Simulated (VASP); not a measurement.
BN: single point with PBE

BN:

```
N B
1.0
     0.00000    1.81300    1.81300
     1.81300    0.00000    1.81300
     1.81300    1.81300    0.00000
N B
1 1
Direct
  0.25000 0.25000 0.25000
  0.00000 0.00000 0.00000
```

The cell is a database's computed one.

```
Program                : VASP 6.6.1
Task                   : single point
Functional             : PBE
Potentials or basis    : VASP PAW PBE potentials, release 64 (N, B)
Cutoff                 : 520 eV
k mesh                 : 13 × 13 × 13
Occupations            : gaussian, width 0.012 eV
Spin                   : no spin polarisation
Further INCAR settings : ALGO = Normal; EDIFF = 1e-06
```

| Quantity | Value |
| --- | --- |
| Pressure | -0.2 GPa |
| Band gap on the k mesh | 4.52 eV, indirect (least direct gap 8.78 eV) |

Levels at points of the mesh, in eV from the valence-band top:
```tsv
k point	band 2	band 3	band 4	band 5	band 6	band 7
(0.00, 0.00, 0.00)	0.00	0.00	0.00	8.78	8.78	8.78
```

Wall time 8.3 s on 1 thread of Intel(R) Xeon(R) Platinum 8259CL CPU @ 2.50GHz (Skylake/Cascade Lake), with other jobs on the host, peak memory 0.12 GiB.

The gap isn't set beside the measured one, since this odd mesh misses points on the zone boundary.

Caveat: an odd mesh through Γ misses points on the zone boundary, where band edges often lie.
